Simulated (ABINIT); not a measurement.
Crystal: Fe.

```
Fe
1.0
     0.00000    1.94174    1.96511
     1.49844    0.00000    1.96511
     1.49844    1.94174    0.00000
Fe
1
Direct
  0.00000 0.00000 0.00000
```

Base run:

| Quantity | Value |
| --- | --- |
| Program | ABINIT 10.8.3 (patched build) |
| Functional | PBEsol |
| Potentials or basis | JTH PAW PBE v2.0 |
| Cutoff | 707 eV |
| k mesh | 10 × 10 × 10 |
| Occupations | fermi-dirac, width 0.05 eV |
| Spin | collinear spin, ferromagnetic start |
| Starting moments | [3.0] μB |

Its results: band gap on the k mesh none (metal or under the smearing width); pressure -10.9 GPa; net moment 2.17 μB per cell; site moments Fe +2.21 μB.

After a change of settings the same cell gave: band gap on the k mesh none (metal or under the smearing width); pressure -11.5 GPa; net moment 2.17 μB per cell; site moments Fe +2.21 μB. Which change was it?
A. cutoff from 707 eV to 844 eV; fine-grid cutoff from 1306.15 eV to 1442.2 eV
B. potentials or basis from JTH PAW PBE v2.0 to PseudoDojo NC SR PBEsol v0.4.1 standard; cutoff from 707 eV to 1225 eV
C. potentials or basis from JTH PAW PBE v2.0 to PseudoDojo NC SR PBEsol v0.4 stringent; cutoff from 707 eV to 1605 eV
D. functional from PBEsol to RPBE; cutoff from 707 eV to 844 eV; fine-grid cutoff from 1306.15 eV to 1442.2 eV

A.

Caveats: the PAW data sets were made with another functional, which shifts forces and pressure a little.

Runs at the PBE level aren't shown here.
